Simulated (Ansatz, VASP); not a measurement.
# SiC (honeycomb SiC 5 layers, AA') in two plane-wave programs, part 2 of 2

Aim: how closely do two programs agree when they are given the same cell, functional and k mesh? The structure shown is the start of the Ansatz relaxation below; VASP solves that cell, so the two are compared at the walk's first step.

VASP 6.6.1 and Ansatz 0.2.0.

So far: The starting structure; Ansatz: relaxation, PBE with D3(BJ).

### Step 3. VASP: single point, PBE with D3(BJ), start cell

Level of this step: PBE with D3(BJ); plane waves and PAW (C, Si) (VASP).

The same cell, functional, mesh and smearing now go to VASP, with its own data sets.

Lines of VASP's logs that name or quote its potential files are left out, and so is its time.

Input file INCAR:

```
SYSTEM = SiC
PREC = Accurate
ENCUT = 520
EDIFF = 1E-06
NELM = 120
ISMEAR = -1
SIGMA = 0.05
LREAL = .FALSE.
ALGO = Normal
GGA = PE
IVDW = 12
NBANDS = 30
LORBIT = 11
LWAVE = .FALSE.
LCHARG = .FALSE.
ISIF = 2
LDIPOL = .TRUE.
IDIPOL = 3
DIPOL = 0.5 0.5 0.5
LVHAR = .TRUE.
LASPH = .TRUE.
GGA_COMPAT = .FALSE.
EFERMI = MIDGAP
NELMDL = -8
KPAR = 2
```

Input file POSCAR:

```
SiC
1.0
    3.1000000000      0.0000000000      0.0000000000
   -1.5500000000      2.6846790000      0.0000000000
    0.0000000000      0.0000000000     57.8000000000
C Si
5 5
Direct
    0.6666666667      0.3333333333      0.3840830450
    0.3333333333      0.6666666667      0.4420415225
    0.6666666667      0.3333333333      0.5000000000
    0.3333333333      0.6666666667      0.5579584775
    0.6666666667      0.3333333333      0.6159169550
    0.3333333333      0.6666666667      0.3840830450
    0.6666666667      0.3333333333      0.4420415225
    0.3333333333      0.6666666667      0.5000000000
    0.6666666667      0.3333333333      0.5579584775
    0.3333333333      0.6666666667      0.6159169550
```

Input file KPOINTS:

```
Automatic mesh
0
Gamma
12 12 1
0 0 0
```

PAW data sets: C and Si (PBE family, release 64).

Command:

```sh
mpirun -np 2 vasp_std
```

Numbers of over 12 decimals in the logs are rounded to 6 here.

Output:

```text
[banner, memory and clock lines left out]
running    2 mpi-ranks, on    1 nodes
 distrk:  each k-point on    1 cores,    2 groups
 distr:  one band on    1 cores,    1 groups

 POSCAR found type information on POSCAR C Si
 POSCAR found :  2 types and      10 ions
 LDA part: xc-table for (Slater+PW92), standard interpolation
|                                                                             |
|           W    W    AA    RRRRR   N    N  II  N    N   GGGG   !!!           |
|           W    W   A  A   R    R  NN   N  II  NN   N  G    G  !!!           |
|           W    W  A    A  R    R  N N  N  II  N N  N  G       !!!           |
|           W WW W  AAAAAA  RRRRR   N  N N  II  N  N N  G  GGG   !            |
|           WW  WW  A    A  R   R   N   NN  II  N   NN  G    G                |
|           W    W  A    A  R    R  N    N  II  N    N   GGGG   !!!           |
|                                                                             |
|     One of the lattice vectors is very long (>50 A), but AMIN is rather     |
|     large. This can spoil convergence since charge sloshing might occur     |
|     along the long lattice vector. If problems with convergence are         |
|     observed, try to decrease AMIN to a smaller value (e.g. 0.01).          |
|     Note: This warning only applies if the self-consistency cycle is        |
|     used.                                                                   |
|                                                                             |

 POSCAR, INCAR and KPOINTS ok, starting setup
 FFT: planning ... GRIDC
 FFT: planning ... GRID_SOFT
 FFT: planning ... GRID
 WAVECAR not read
 entering main loop
       N       E                     dE             d eps       ncg     rms          rms(c)
DAV:   1     0.289328075891E+03    0.28933E+03   -0.13785E+04  1156   0.971E+02
DAV:   2    -0.311958449393E+02   -0.32052E+03   -0.30355E+03  1660   0.209E+02
DAV:   3    -0.810719145476E+02   -0.49876E+02   -0.49358E+02  1510   0.832E+01
DAV:   4    -0.832678034397E+02   -0.21959E+01   -0.21868E+01  1416   0.209E+01
DAV:   5    -0.833474075141E+02   -0.79604E-01   -0.79557E-01  1786   0.367E+00
DAV:   6    -0.833493182928E+02   -0.19108E-02   -0.19106E-02  1594   0.540E-01
DAV:   7    -0.833494005082E+02   -0.82215E-04   -0.82214E-04  1772   0.964E-02
DAV:   8    -0.833494034573E+02   -0.29491E-05   -0.29490E-05  1416   0.160E-02    0.214E+01
DAV:   9    -0.707565997597E+02    0.12593E+02   -0.43829E+01  1282   0.249E+01    0.893E+00
DAV:  10    -0.705755619328E+02    0.18104E+00   -0.31318E+00  1484   0.699E+00    0.413E+00
DAV:  11    -0.704622326705E+02    0.11333E+00   -0.24257E-01  1500   0.215E+00    0.148E+00
DAV:  12    -0.704407632169E+02    0.21469E-01   -0.50327E-02  1530   0.105E+00    0.260E-01
DAV:  13    -0.704392822961E+02    0.14809E-02   -0.92065E-03  1544   0.379E-01    0.168E-01
DAV:  14    -0.704373190643E+02    0.19632E-02   -0.28507E-03  1480   0.223E-01    0.626E-02
[...]
DAV:  21    -0.704390268942E+02   -0.85675E-04   -0.16893E-06  1190   0.485E-03    0.312E-03
DAV:  22    -0.704391247653E+02   -0.97871E-04   -0.40551E-06  1156   0.497E-03    0.177E-03
DAV:  23    -0.704391502622E+02   -0.25497E-04   -0.47620E-07  1160   0.203E-03    0.114E-03
DAV:  24    -0.704391784961E+02   -0.28234E-04   -0.11190E-06  1162   0.222E-03    0.400E-04
DAV:  25    -0.704391828889E+02   -0.43928E-05   -0.68079E-08  1076   0.896E-04    0.324E-04
DAV:  26    -0.704391882114E+02   -0.53225E-05   -0.10029E-07  1030   0.761E-04    0.152E-04
DAV:  27    -0.704391898393E+02   -0.16279E-05   -0.13981E-08  1022   0.367E-04    0.102E-04
DAV:  28    -0.704391904982E+02   -0.65888E-06   -0.30806E-09   968   0.206E-04
   1 F= -.72619454E+02 E0= -.72619454E+02  d E =-.438187E-09
```

Parts of OUTCAR (step 3):

```text
ion  position               nearest neighbor table
   1  0.667  0.333  0.384-   6 1.79   6 1.79   6 1.79
   2  0.333  0.667  0.442-   7 1.79   7 1.79   7 1.79
   3  0.667  0.333  0.500-   8 1.79   8 1.79   8 1.79
   4  0.333  0.667  0.558-   9 1.79   9 1.79   9 1.79
   5  0.667  0.333  0.616-  10 1.79  10 1.79  10 1.79
   6  0.333  0.667  0.384-   1 1.79   1 1.79   1 1.79
   7  0.667  0.333  0.442-   2 1.79   2 1.79   2 1.79
   8  0.333  0.667  0.500-   3 1.79   3 1.79   3 1.79
   9  0.667  0.333  0.558-   4 1.79   4 1.79   4 1.79
  10  0.333  0.667  0.616-   5 1.79   5 1.79   5 1.79

  LATTYP: Found a hexagonal cell.
 ALAT       =     3.1000000000
 C/A-ratio  =    18.6451612903

 Subroutine GETGRP returns: Found 12 space group operations
 (whereof 12 operations were pure point group operations)

The static configuration has the point symmetry D_3h.

 Found     19 irreducible k-points:

   k-points           NKPTS =     19   k-points in BZ     NKDIM =     19   number of bands    NBANDS=     30

   dimension x,y,z NGX =    24 NGY =   24 NGZ =  432
   dimension x,y,z NGXF=    48 NGYF=   48 NGZF=  864

   ENCUT  =  520.0 eV  38.22 Ry    6.18 a.u.   5.76  5.76107.47*2*pi/ulx,y,z

   NELECT =      40.0000    total number of electrons

 k-points in reciprocal lattice and weights: Automatic mesh
   0.00000000  0.00000000  0.00000000       0.007
   0.08333333  0.00000000  0.00000000       0.042
   0.16666667  0.00000000  0.00000000       0.042
   0.25000000  0.00000000  0.00000000       0.042
   0.33333333  0.00000000  0.00000000       0.042
   0.41666667  0.00000000  0.00000000       0.042
   0.50000000  0.00000000  0.00000000       0.021
   0.08333333  0.08333333  0.00000000       0.042
   0.16666667  0.08333333  0.00000000       0.083
[...]
0.33333333  0.25000000  0.00000000       0.083
   0.33333333  0.33333333  0.00000000       0.014

 dipolmoment           0.000000      0.000000      0.000000 electrons x Angstroem

 average (electrostatic) potential at core
       1 -55.3230       2 -55.2920       3 -55.2937       4 -55.2920       5 -55.3230
       6 -90.9985       7 -91.0293       8 -91.0229       9 -91.0293      10 -90.9985

 E-fermi :  -1.1376

 k-point     1 :       0.0000    0.0000    0.0000
  band No.  band energies     occupation
    ...
     16      -3.5593      2.00000
     17      -3.5216      2.00000
     18      -3.5216      2.00000
     19      -3.4926      2.00000
     20      -3.4926      2.00000
     21       0.7415      0.00000
     22       1.1863      0.00000
     23       1.9880      0.00000
     24       2.6757      0.00000
     25       2.8155      0.00000
    ...

 k-point     2 :       0.0833    0.0000    0.0000
  band No.  band energies     occupation
    ...
     16      -3.7704      2.00000
     17      -3.7395      2.00000
     18      -3.6952      2.00000
     19      -3.6527      2.00000
     20      -3.6203      2.00000
     21       0.9503      0.00000
     22       1.3765      0.00000
     23       2.1679      0.00000
     24       2.8500      0.00000
     25       2.9625      0.00000
    ...

 k-point     3 :       0.1667    0.0000    0.0000
  band No.  band energies     occupation
    ...
     16      -4.0848      2.00000
     17      -4.0314      2.00000
     18      -3.9800      2.00000
     19      -3.9410      2.00000
     20      -3.8058      2.00000
     21       1.3898      0.00000
     22       1.7783      0.00000
     23       2.4983      0.00000
     24       3.1235      0.00000
     25       3.3395      0.00000
    ...

 Edisp (eV)   -2.18026

  Total      -1.99276    -1.99276    -2.58817     0.00000     0.00000    -0.00000
  in kB      -6.63720    -6.63720    -8.62030     0.00000     0.00000    -0.00000
  external pressure =       -7.30 kB  Pullay stress =        0.00 kB

  energy-cutoff  :      520.00
  volume of cell :      481.04
      direct lattice vectors                 reciprocal lattice vectors
     3.100000000  0.000000000  0.000000000     0.322580645  0.186242005  0.000000000
    -1.550000000  2.684679000  0.000000000     0.000000000  0.372484010  0.000000000
     0.000000000  0.000000000 57.800000000     0.000000000  0.000000000  0.017301038

 POSITION                                       TOTAL-FORCE (eV/Angst)
 -----------------------------------------------------------------------------------
      1.55000      0.89489     22.20000         0.000000      0.000000     -0.072360
     -0.00000      1.78979     25.55000        -0.000000      0.000000      0.003925
      1.55000      0.89489     28.90000        -0.000000     -0.000000      0.000000
     -0.00000      1.78979     32.25000         0.000000      0.000000     -0.003925
      1.55000      0.89489     35.60000        -0.000000      0.000000      0.072360
     -0.00000      1.78979     22.20000         0.000000     -0.000000      0.244775
      1.55000      0.89489     25.55000         0.000000      0.000000      0.033388
     -0.00000      1.78979     28.90000         0.000000      0.000000      0.000000
      1.55000      0.89489     32.25000         0.000000      0.000000     -0.033388
     -0.00000      1.78979     35.60000        -0.000000     -0.000000     -0.244775
 -----------------------------------------------------------------------------------
    total drift:                                0.000000     -0.000006      0.000000

  FREE ENERGIE OF THE ION-ELECTRON SYSTEM (eV)
  ---------------------------------------------------
  free  energy   TOTEN  =       -72.6194541086 eV

  energy  without entropy=      -72.6194541081  energy(sigma->0) =      -72.61945411

 vacuum level on the upper side and lower side of the slab         2.859         2.859

 total charge
# of ion       s       p       d       tot
------------------------------------------
    1        0.848   1.689   0.000   2.536
    2        0.848   1.692   0.000   2.540
    3        0.848   1.691   0.000   2.540
    4        0.848   1.692   0.000   2.540
    5        0.848   1.689   0.000   2.536
    6        0.737   0.967   0.000   1.704
    7        0.737   0.959   0.000   1.696
    8        0.737   0.959   0.000   1.696
    9        0.737   0.959   0.000   1.696
   10        0.737   0.967   0.000   1.704
--------------------------------------------------
tot          7.924  13.263   0.000  21.188

[... 3 further parts left out ...]
```

### Step 4. Differences

Known differences besides the potentials themselves: Ansatz cuts the interaction across the vacuum, VASP repeats the sheet with a dipole correction; the cutoff is 420 eV in Ansatz and 520 eV in VASP. Total energies have different zeros and are not compared.

Forces (eV/Å; atoms numbered as in POSCAR):

| atom | Ansatz x, y, z | VASP x, y, z |
| --- | --- | --- |
| C1 | 0.000, 0.000, -0.073 | 0.000, 0.000, -0.072 |
| C2 | 0.000, 0.000, 0.004 | 0.000, 0.000, 0.004 |
| C3 | 0.000, 0.000, 0.000 | 0.000, 0.000, 0.000 |
| C4 | 0.000, 0.000, -0.004 | 0.000, 0.000, -0.004 |
| C5 | 0.000, 0.000, 0.073 | 0.000, 0.000, 0.072 |
| Si6 | 0.000, 0.000, 0.246 | 0.000, 0.000, 0.245 |
| Si7 | 0.000, 0.000, 0.033 | 0.000, 0.000, 0.033 |
| Si8 | 0.000, 0.000, 0.000 | 0.000, 0.000, 0.000 |
| Si9 | 0.000, 0.000, -0.033 | 0.000, 0.000, -0.033 |
| Si10 | 0.000, 0.000, -0.246 | 0.000, 0.000, -0.245 |

The forces differ by 0.2 meV/Å r.m.s., which is 0.3 % of the r.m.s. force of 0.066 eV/Å (both taken over all components). With vacuum in the cell, a pressure given here is an average over mostly empty space and none of the material.

### Step 5. Outcome

* r.m.s. force difference (single point, PBE with D3(BJ), start cell): 0.23 meV/Å

What this shows: The r.m.s. force difference is 0.23 meV/Å (single point, PBE with D3(BJ), start cell), within the 12 meV/Å picked in this series as the mark of a large difference. 1 further run of this series is not shown here. Such differences can come from data sets, numerical settings and the points named under the comparisons, not from the functional's error against experiment.

[Lines on the potential files, build, host, timing and source positions are cut from VASP's logs without a mark.]

[Logs are printed without paths, hosts, clocks, repeated set-up lines and the standing remarks that a program may print on its own settings, such as how far it seeks lower states.]

[Hosts, paths, dates, database ids (printed as entryN), source tags and the programs' standing remarks are cut or masked in the printed files.]
